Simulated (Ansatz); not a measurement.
Wanted: the native input for an Ansatz 0.2.0 run.

```yaml
Task: projected density of states
Functional: PBE
Potentials_or_basis: Ansatz PAW
Cutoff: "420 eV (not typed: the program's choice for these potentials)"
k_mesh: 12 × 12 × 12
Occupations: fermi-dirac, width 0.05 eV
Spin: no spin polarisation
```

Crystal: Si2Mo.

```
Mo Si
1.0
    -1.60000    1.60000    3.93050
     1.60000   -1.60000    3.93050
     1.60000    1.60000   -3.93050
Mo Si
1 2
Direct
  0.00000 0.00000 0.00000
  0.66700 0.66700 0.00000
  0.33300 0.33300 0.00000
```

One way to write it, as run:

input.yaml

```yaml
crystal:
  lattice:
    - [-1.6, 1.6, 3.9305]
    - [1.6, -1.6, 3.9305]
    - [1.6, 1.6, -3.9305]
  atoms:
    - { symbol: Mo, position: [0.0, 0.0, 0.0] }
    - { symbol: Si, position: [0.667, 0.667, 0.0] }
    - { symbol: Si, position: [0.333, 0.333, 0.0] }
hamiltonian:
  xc: pbe
  pseudopotentials: { kind: paw }
kpoints:
  mp_grid: { grid: [12, 12, 12] }
scf:
  occupations: { method: fermi_dirac, width: 0.05 }
  n_extra_bands: 7
output:
  forces: true
  stress: true
  eigenvalues: true
  dos: { projected: true, de: 0.05, nscf_kmesh: { grid: [18, 18, 18] } }
```

Potentials or basis: Ansatz PAW.

Launch:

```sh
$ ansatz run input.yaml --threads 2 --pin off --max-ram 5632MiB --backend cpu --events-out ev --progress --plain --runs-dir out
```

Results of the run:

| Property | Result |
| --- | --- |
| Pressure | 2.2 GPa |
| Largest force | 0.279 eV/Å |
| Band gap on the k mesh | none (metal or under the smearing width) |
| Density of states at the Fermi level | 0.25 states/eV per cell |

Caveat: the density of states is complete only up to the lowest level of the last band computed.

It took 6.9 s on 2 threads of Arm Neoverse V2 (shared host), peak memory 0.41 GiB.
